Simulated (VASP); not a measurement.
SnO:

```
Sn O
1.0
     3.22506    0.00000    0.00000
     0.00000    3.22506    0.00000
     0.00000    0.00000    3.22506
Sn O
1 1
Direct
  0.00000 0.00000 0.00000
  0.50000 0.50000 0.50000
```

The cell was built by a generator and needn't be a form met in nature.

The cell isn't the ideal one: hydrostatic strain +3.9%.

Base run:

```yaml
Program: VASP 6.6.1
Functional: PBE
Potentials_or_basis: VASP PAW PBE potentials, release 64 (Sn_d, O)
Cutoff: 520 eV
k_mesh: 8 × 8 × 8
Occupations: fermi-dirac, width 0.02 eV
Spin: no spin polarisation
```

Its results: band gap on the k mesh 0.22 eV, indirect (least direct gap 0.24 eV); pressure -7.0 GPa.

The run is repeated on the same cell with these changes: functional from PBE to r2SCAN; further incar settings from ALGO = Fast; EDIFF = 1e-06; NBANDS = 17 to ALGO = Normal; EDIFF = 1e-07; NBANDS = 17. What comes out?

Band gap on the k mesh 0.36 eV, direct; pressure -9.7 GPa.

Caveats: spin-orbit coupling is left out, which moves the levels of the heavy elements; the PAW data sets were made with another functional, which shifts forces and pressure a little (some runs).

A k mesh can miss the band edges.
